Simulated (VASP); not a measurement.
# MgS in VASP: one cell, several levels of theory, part 1 of 2

Zincblende MgS, under -4.0 % strain along z alone is computed at one geometry. Runs: PBE, r2SCAN. The results are then set beside those of Ansatz 0.2.0 for the same cell. This is a trial cell built on a prototype, not taken from a measured structure, and it needn't be the compound's ground state.

Program: VASP 6.6.1. PAW datasets, plane waves. (Calculated; spin-unpolarised; the phase may be known or hypothetical.)

## 1. Starting point

The cell comes from an earlier relaxation with r2SCAN in another program, then strained, with the atoms relaxed again.

Space group I-4m2 (No. 119), tetragonal; conventional cell a = 4.003 Å, c = 5.435 Å, 21.78 Å³ an atom. Mg has 4 S at 2.42 Å; S has 4 Mg at 2.42 Å.

The structure in full:

```cif
data_structure
_symmetry_space_group_name_H-M 'I-4m2'
_symmetry_Int_Tables_number 119
_cell_length_a 4.0035
_cell_length_b 4.0035
_cell_length_c 5.4353
_cell_angle_alpha 90.000
_cell_angle_beta 90.000
_cell_angle_gamma 90.000
_cell_volume 87.12
loop_
_atom_site_label
_atom_site_type_symbol
_atom_site_symmetry_multiplicity
_atom_site_Wyckoff_symbol
_atom_site_fract_x
_atom_site_fract_y
_atom_site_fract_z
_atom_site_occupancy
Mg1 Mg 2 a 0.00000 0.00000 0.00000 1
S1 S 2 c 0.00000 0.50000 0.25000 1
```

## 2. PBE

INCAR reads:

```
ENCUT = 520.000000
SIGMA = 0.020000
EDIFF = 1.00e-07
GGA = PE
PREC = Accurate
IBRION = -1
ISIF = 2
ISMEAR = -1
NBANDS = 11
NELM = 120
NSW = 0
LASPH = .TRUE.
LCHARG = .FALSE.
LWAVE = .FALSE.
LREAL = .FALSE.
```

KPOINTS reads:

```
KPOINTS created by Atomic Simulation Environment
0
Gamma
8 8 8
0 0 0
```

KPOINTS_OPT reads:

```
special points
6
Reciprocal
0.0000000000 0.0000000000 0.0000000000 1
-0.5000000000 -0.5000000000 0.0000000000 1
-0.3750000000 -0.3750000000 0.2500000000 1
-0.3750000000 0.0000000000 0.3750000000 1
0.0000000000 0.0000000000 0.5000000000 1
-0.5000000000 -0.2500000000 0.2500000000 1
```

POSCAR reads:

```
Mg S
 1.0000000000000000
     0.0000000000000000    2.8308768411999998    2.7176417676000000
     2.8308768411999998    0.0000000000000000    2.7176417676000000
     2.8308768411999998    2.8308768411999998    0.0000000000000000
 Mg  S
   1   1
Cartesian
  0.0000000000000000  0.0000000000000000  0.0000000000000000
  1.4154384205999999  1.4154384205999999  1.3588208838000000
```

Potentials: the recommended PBE PAW datasets, 8 valence electrons in the neutral cell.

On the command line:

```sh
$ mpirun -np 1 vasp_std
```

Standard output, without the iteration lines:

```text
POSCAR found type information on POSCAR MgS
 POSCAR found :  2 types and       2 ions
 LDA part: xc-table for (Slater+PW92), standard interpolation
 POSCAR, INCAR and KPOINTS ok, starting setup
 FFT: planning ... GRIDC
 FFT: planning ... GRID_SOFT
 FFT: planning ... GRID
 WAVECAR not read
 entering main loop
 Start KPOINTS_OPT (optional k-point list driver)
k-point batch [1-6\6]
```

OSZICAR:

```text
N       E                     dE             d eps       ncg     rms          rms(c)
DAV:   1     0.236033651429E+02    0.23603E+02   -0.35173E+03  1338   0.579E+02
DAV:   2    -0.712854170432E+01   -0.30732E+02   -0.29437E+02  1606   0.101E+02
DAV:   3    -0.894011433448E+01   -0.18116E+01   -0.18090E+01  1571   0.258E+01
DAV:   4    -0.895488670809E+01   -0.14772E-01   -0.14771E-01  1607   0.285E+00
DAV:   5    -0.895506104760E+01   -0.17434E-03   -0.17434E-03  1673   0.302E-01    0.415E+00
DAV:   6    -0.847270226365E+01    0.48236E+00   -0.11709E+00  1430   0.409E+00    0.322E+00
DAV:   7    -0.843627645144E+01    0.36426E-01   -0.27446E-01  1550   0.216E+00    0.251E+00
DAV:   8    -0.844360385901E+01   -0.73274E-02   -0.22239E-02  1439   0.905E-01    0.140E+00
DAV:   9    -0.844279875822E+01    0.80510E-03   -0.23229E-03  1469   0.242E-01    0.421E-01
DAV:  10    -0.844298832696E+01   -0.18957E-03   -0.57430E-04  1469   0.114E-01    0.856E-02
DAV:  11    -0.844299298577E+01   -0.46588E-05   -0.51750E-05  1570   0.297E-02    0.470E-02
DAV:  12    -0.844299437362E+01   -0.13879E-05   -0.55656E-06  1508   0.120E-02    0.619E-03
DAV:  13    -0.844299437047E+01    0.31557E-08   -0.22341E-07  1625   0.249E-03
   1 F= -.84429944E+01 E0= -.84429944E+01  d E =-.373397E-10
       N       E                     dE             ncg
DAV:   1     0.428287515522E+03   -0.14331E+04      132
DAV:   2     0.242680748079E+03   -0.18561E+03      166
DAV:   3     0.233212848152E+03   -0.94679E+01      176
DAV:   4     0.233145197243E+03   -0.67651E-01      158
DAV:   5     0.233144366509E+03   -0.83073E-03      173
DAV:   6     0.233144351659E+03   -0.14850E-04      175
DAV:   7     0.233144351451E+03   -0.20728E-06      181
DAV:   8     0.233144351448E+03   -0.30902E-08      131
```

The lines after F= are the extra pass for the points of KPOINTS_OPT, at fixed density; their E is not a total energy.

OUTCAR, selected sections:

```text
k-points           NKPTS =     59   k-points in BZ     NKDIM =     59   number of bands    NBANDS=     11

   NELECT =       8.0000    total number of electrons

   dimension x,y,z NGX =    30 NGY =   30 NGZ =   30
   dimension x,y,z NGXF=    60 NGYF=   60 NGZF=   60

  energy-cutoff  :      520.00
  volume of cell :       43.56
      direct lattice vectors                 reciprocal lattice vectors
     0.000000000  2.830876841  2.717641768    -0.176623721  0.176623721  0.183983042
     2.830876841  0.000000000  2.717641768     0.176623721 -0.176623721  0.183983042
     2.830876841  2.830876841  0.000000000     0.176623721  0.176623721 -0.183983042

 k-points in reciprocal lattice and weights: KPOINTS created by Atomic Simulation Env
   0.00000000  0.00000000  0.00000000       0.002
   0.12500000  0.00000000  0.00000000       0.016
   0.25000000  0.00000000  0.00000000       0.016
   0.37500000  0.00000000  0.00000000       0.016
   0.50000000  0.00000000  0.00000000       0.008
   0.12500000  0.12500000  0.00000000       0.004
   0.25000000  0.12500000  0.00000000       0.016
   0.37500000  0.12500000  0.00000000       0.016
[... 51 more k-points ...]

 E-fermi :   1.7490

 k-point     1 :       0.0000    0.0000    0.0000
  band No.  band energies     occupation
      1     -10.0799      2.00000
      2       1.2942      2.00000
      3       1.2942      2.00000
      4       1.3933      2.00000
      5       4.9846      0.00000
      6       9.3727      0.00000
      7       9.3727      0.00000
      8       9.4165      0.00000
      9      11.8973      0.00000
     10      12.5538      0.00000
     11      15.1552      0.00000

 k-point     2 :       0.1250    0.0000    0.0000
  band No.  band energies     occupation
      1      -9.9853      2.00000
      2       0.6240      2.00000
      3       1.2272      2.00000
      4       1.3170      2.00000
      5       5.6534      0.00000
      6       9.2000      0.00000
      7       9.5353      0.00000
      8       9.6055      0.00000
      9      11.5120      0.00000
     10      12.0151      0.00000
     11      14.6828      0.00000

 k-point     3 :       0.2500    0.0000    0.0000
  band No.  band energies     occupation
      1      -9.7394      2.00000
      2      -0.5951      2.00000
      3       1.0767      2.00000
      4       1.2152      2.00000
      5       6.4884      0.00000
      6       9.2478      0.00000
      7       9.4326      0.00000
      8       9.7752      0.00000
      9      11.8057      0.00000
     10      11.8963      0.00000
     11      13.8376      0.00000

 k-point     4 :       0.3750    0.0000    0.0000
  band No.  band energies     occupation
      1      -9.4621      2.00000
      2      -1.5684      2.00000
      3       0.9394      2.00000
      4       1.1233      2.00000
      5       6.6126      0.00000
      6       9.0048      0.00000
      7       9.3964      0.00000
      8       9.9249      0.00000
      9      13.0638      0.00000
     10      13.2958      0.00000
     11      13.8967      0.00000

 k-point     5 :       0.5000    0.0000    0.0000
  band No.  band energies     occupation
      1      -9.3354      2.00000
      2      -1.9401      2.00000
      3       0.8859      2.00000
      4       1.0875      2.00000
      5       6.5635      0.00000
      6       8.8230      0.00000
      7       9.2569      0.00000
      8      10.1366      0.00000
      9      14.4368      0.00000
     10      14.4954      0.00000
     11      14.8570      0.00000

 k-point     6 :       0.1250    0.1250    0.0000
  band No.  band energies     occupation
      1      -9.9472      2.00000
      2       0.6790      2.00000
      3       1.0860      2.00000
      4       1.0860      2.00000
      5       5.9180      0.00000
      6       8.8120      0.00000
      7       9.8025      0.00000
      8       9.8025      0.00000
      9      11.2209      0.00000
     10      12.1845      0.00000
     11      15.6943      0.00000

 k-point     7 :       0.2500    0.1250    0.0000
  band No.  band energies     occupation
      1      -9.7462      2.00000
      2      -0.2746      2.00000
      3       0.8915      2.00000
      4       1.0085      2.00000
      5       6.6952      0.00000
      6       8.5257      0.00000
      7       9.7591      0.00000
      8      10.0239      0.00000
      9      11.0723      0.00000
     10      12.5462      0.00000
     11      14.9015      0.00000

 k-point     8 :       0.3750    0.1250    0.0000
  band No.  band energies     occupation
      1      -9.4751      2.00000
      2      -1.2537      2.00000
      3       0.7596      2.00000
      4       0.8546      2.00000
      5       6.9601      0.00000
      6       8.7660      0.00000
      7       9.4768      0.00000
      8       9.6665      0.00000
      9      12.2539      0.00000
     10      13.8522      0.00000
     11      14.6476      0.00000

 k-point     9 :       0.5000    0.1250    0.0000
  band No.  band energies     occupation
      1      -9.2972      2.00000
      2      -1.7784      2.00000
      3       0.6811      2.00000
      4       0.7527      2.00000
      5       6.9840      0.00000
      6       8.4221      0.00000
      7       9.3028      0.00000
      8      10.4365      0.00000
      9      13.2400      0.00000
     10      14.8563      0.00000
     11      15.5526      0.00000

 k-point    10 :      -0.3750    0.1250    0.0000
  band No.  band energies     occupation
      1      -9.3484      2.00000
      2      -1.6396      2.00000
      3       0.5996      2.00000
      4       0.8717      2.00000
      5       7.1362      0.00000
      6       8.3781      0.00000
      7       9.2467      0.00000
      8      10.4376      0.00000
      9      12.9034      0.00000
     10      14.4765      0.00000
     11      15.0632      0.00000

 k-point    11 :      -0.2500    0.1250    0.0000
  band No.  band energies     occupation
      1      -9.5871      2.00000
      2      -0.9187      2.00000
      3       0.6817      2.00000
      4       1.0607      2.00000
      5       7.1393      0.00000
      6       8.7645      0.00000
      7       9.5465      0.00000
      8       9.5586      0.00000
      9      11.2226      0.00000
     10      13.4723      0.00000
     11      15.0685      0.00000

[... the tables of k-points 12 to 59 left out ...]

  Total        0.9019860      0.9019860      1.0648027      0.0000000      0.0000000      0.0000000
  in kB       33.1776945     33.1776945     39.1665713      0.0000000      0.0000000      0.0000000
  external PRESSURE =      35.1739867 kB  Pullay stress =       0.0000000 kB

 POSITION                                       TOTAL-FORCE (eV/Angst)
 -----------------------------------------------------------------------------------
      0.00000      0.00000      0.00000         0.000000      0.000000      0.000000
      1.41544      1.41544      1.35882        -0.000000     -0.000000     -0.000000
 -----------------------------------------------------------------------------------
    total drift:                               -0.000000     -0.000000     -0.000000

  FREE ENERGIE OF THE ION-ELECTRON SYSTEM (eV)
  ---------------------------------------------------
  free  energy   TOTEN  =        -8.4429943705 eV

  energy  without entropy=       -8.4429943704  energy(sigma->0) =       -8.44299437
```

Hardware: 1 MPI rank of Intel Xeon Platinum 8488C, shared host.

The levels at the points of KPOINTS_OPT are read from vasprun.xml.

Levels at the named points, in eV from the top of band v (v: the last filled band by count, c: the next):

| point | v−1 | v | c | c+1 |
| --- | --- | --- | --- | --- |
| Γ | -0.10 | 0.00 | 3.59 | 7.98 |
| X | -1.28 | -1.28 | 3.72 | 5.44 |
| U | -2.06 | -1.05 | 4.66 | 6.82 |
| K | -2.03 | -0.85 | 4.83 | 7.13 |
| L | -0.51 | -0.31 | 5.17 | 7.43 |
| W | -1.98 | -1.46 | 5.40 | 7.90 |

PBE gives a direct gap of 3.59 eV at Γ. The pressure is 3.52 GPa; the forces vanish within 0.01 eV/Å.

(Continued in part 2 of 2.)
